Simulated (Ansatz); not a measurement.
**Relaxing Zn in the bcc type**

First guess:

```yaml
crystal:
  lattice:
    - [-1.49312, 1.49312, 1.49312]
    - [1.49312, -1.49312, 1.49312]
    - [1.49312, 1.49312, -1.49312]
  atoms:
    - { symbol: Zn, position: [0.00000, 0.00000, 0.00000] }
```

Level of theory: Ansatz 0.2.0, DFT, PBE, PAW with Ansatz's default frozen-core files, scalar-relativistic.

Cell and atoms relax within the symmetry of the start on a 17×17×17 k mesh with 0.05 eV Fermi–Dirac smearing.

The start is built from a prototype, known or not as a phase of this compound; the cutoff is 420 eV.

(1) What is the pressure of the first guess?

(2) What does it relax to?

(3) How much energy does the relaxation release?

Results:

(1) 13.41 GPa.

(2) a = 3.133 Å, b = 3.133 Å, c = 3.133 Å, α = 90.00°, β = 90.00°, γ = 90.00° (conventional cell), 15.37 Å³ per atom:
```
CELL_PARAMETERS angstrom
-1.56639 1.56639 1.56639
1.56639 -1.56639 1.56639
1.56639 1.56639 -1.56639
ATOMIC_POSITIONS crystal
Zn 0.00000 0.00000 0.00000
```

(3) 74 meV/atom.
